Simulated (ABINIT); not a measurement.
Planning a run of ABINIT 10.8.3 on GaN (F-43m). The input:

```
acell 3*1.0 Angstrom
rprim 
  0.000000000000 2.253500607500 2.253500607500
  2.253500607500 0.000000000000 2.253500607500
  2.253500607500 2.253500607500 0.000000000000
ntypat 2
znucl 31 7
natom 2
typat 1 2
xred 
  0.000000000000 0.000000000000 0.000000000000
  0.750000000000 0.750000000000 0.750000000000
pp_dirpath "pseudos"
pseudos "Ga.upf, N.upf"
ecut 45
ngkpt 6 6 6
nshiftk 1
shiftk 0 0 0
kptopt 1
chksymbreak 0
istwfk *1
occopt 1
irdwfk 1
optdriver 3
nband 182
ecuteps 13.2
inclvkb 2
awtr 1
symchi 1
indata_prefix "in"
outdata_prefix "out"
tmpdata_prefix "tmp"
```

```sh
OMP_NUM_THREADS=1 mpirun -n 8 abinit run.abi > log
```

Q: Estimate wall time and host memory on 8 MPI ranks of Arm Neoverse N1, shared host.

It took 9.8 min; on shared hardware allow 4.9 min to 20 min. Peak host memory was 2.3 GiB.

[Paths, hosts, dates, memory and timing lines, banners, echoed tables and standing remarks are left out of the program output.]

[Logs are printed without paths, hosts, clocks, repeated set-up lines and the standing remarks that a program may print on its own settings, such as how far it seeks lower states.]

[Runs of the session that timed out or met a known fault of the program may be left out.]

[Hosts, paths, dates, database ids (printed as entryN), source tags and the programs' standing remarks are cut or masked in the printed files.]

[G0W0 gaps are taken among the corrected bands and points alone; a level outside them can change the order at an edge.]

[Where Ansatz stands beside ABINIT at settings called matched, ABINIT's density can come from a denser mesh and the files from another edition; pairs whose starting gaps differed by over 0.03 eV were left out, so agreement reads better than it is.]
